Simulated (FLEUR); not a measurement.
## In in FLEUR: convergence with Gmax

Crystal: In.

```
In
1.0
    -1.88253    1.88253    1.88253
     1.88253   -1.88253    1.88253
     1.88253    1.88253   -1.88253
In
1
Direct
  0.00000 0.00000 0.00000
```

This isn't the form of In at room conditions, which is tetragonal.

* Program: FLEUR MaX-R8.1 (later development tree)
* Task: convergence study
* Functional: PBEsol
* Potentials or basis: all-electron
* Basis: FLAPW
* Kmax: 4.1 1/bohr
* k mesh: 8 × 8 × 8
* Occupations: fermi-dirac, width 0.05 eV
* Spin: no spin polarisation

These are the settings of the first run; the series varies Gmax, with any setting tied to it.

Hardware: 1 thread of Arm Neoverse V2, with other jobs on the host.

```tsv
Gmax	energy less the tightest run, at zero smearing (meV/atom)	SCF cycles	CPU time (s)	peak memory (GiB)
9	0.03	13	15	0.07
10.3	0.01	13	16	0.06
11.7	0.00	13	16	0.07
13.5	0.00	13	17	0.07
15.8	0.00	13	18	0.07
18	0.00	13	19	0.07
22.5	0.00	13	22	0.08
```

Against the tightest run, the energy stays within 1 meV/atom from 9 on. The tightest run that finished is the yardstick and may itself not be fully converged.
